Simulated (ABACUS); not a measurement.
Ti: single point with AM05

The system is Ti.

```
Ti
1.0
    -1.64100    1.64100    1.64100
     1.64100   -1.64100    1.64100
     1.64100    1.64100   -1.64100
Ti
1
Direct
  0.00000 0.00000 0.00000
```

This isn't the form of Ti at room conditions, which is hcp.

```yaml
Program: ABACUS 3.10.1
Task: single point
Functional: AM05
Potentials_or_basis: SSSP 1.3 efficiency PBE
Cutoff: 748 eV
Density_cutoff: 5987 eV
Basis: plane waves
k_mesh: 9 × 9 × 9
Occupations: fermi-dirac, width 0.05 eV
Spin: no spin polarisation
Radial_cutoff_of_the_potentials_pseudo_rcut: 10 bohr
SCF_threshold_on_the_density: 1e-08
Max_SCF_steps: 100
Eigensolver: dav
Mixing: broyden
Mixing_share: 0.7
Symmetry_key: 1
```

```yaml
Pressure: -6.2 GPa
Band_gap_on_the_k_mesh: none (metal or under the smearing width)
```

Levels at points of the mesh, in eV from the Fermi level:
```csv
k point,band 2,band 3,band 4,band 5,band 6,band 7,band 8,band 9,band 10,band 11
"(0.00, 0.00, 0.00)",-32.33,-32.33,-32.33,-5.96,0.97,0.97,0.97,2.72,2.72,17.22
```

It took 6 s on 4 MPI ranks on Intel(R) Xeon(R) Platinum 8559C (Emerald Rapids), with other jobs on the host, peak memory 0.48 GiB a rank.

Caveat: the potentials were made for another functional, which shifts forces and pressure.
